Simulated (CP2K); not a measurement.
Crystal: MgO.

```
Mg O
1.0
     2.96561    0.00000    0.00000
     1.48280    2.56829    0.00000
     1.48280    0.85610    2.42141
Mg O
1 1
Direct
  0.00000 0.00000 0.00000
  0.50000 0.50000 0.50000
```

The cell is a database's computed one.

Base run:

| Quantity | Value |
| --- | --- |
| Program | CP2K 2026.2 |
| Functional | rev-vdW-DF2 |
| Potentials or basis | POTENTIAL_UZH Mg GTH-PBE-q10, O GTH-PBE-q6; TZVP-MOLOPT-PBE-GTH basis |
| Density cutoff | 19048 eV |
| k mesh | 11 × 11 × 11 |
| Occupations | fermi-dirac, width 0.05 eV |
| Spin | no spin polarisation |

Its results: band gap on the k mesh 4.84 eV, direct; pressure 8.3 GPa.

Problem. The run is repeated on the same cell with these changes: functional from rev-vdW-DF2 to BLYP. What comes out?

Solution. Band gap on the k mesh 5.04 eV, direct; pressure 13.4 GPa.

Caveats: the potentials were made for another functional, which shifts forces and pressure; the basis of atomic orbitals isn't converged, which shifts pressures, moduli and gaps; the real-space grid breaks the cell's symmetry a little (some runs).
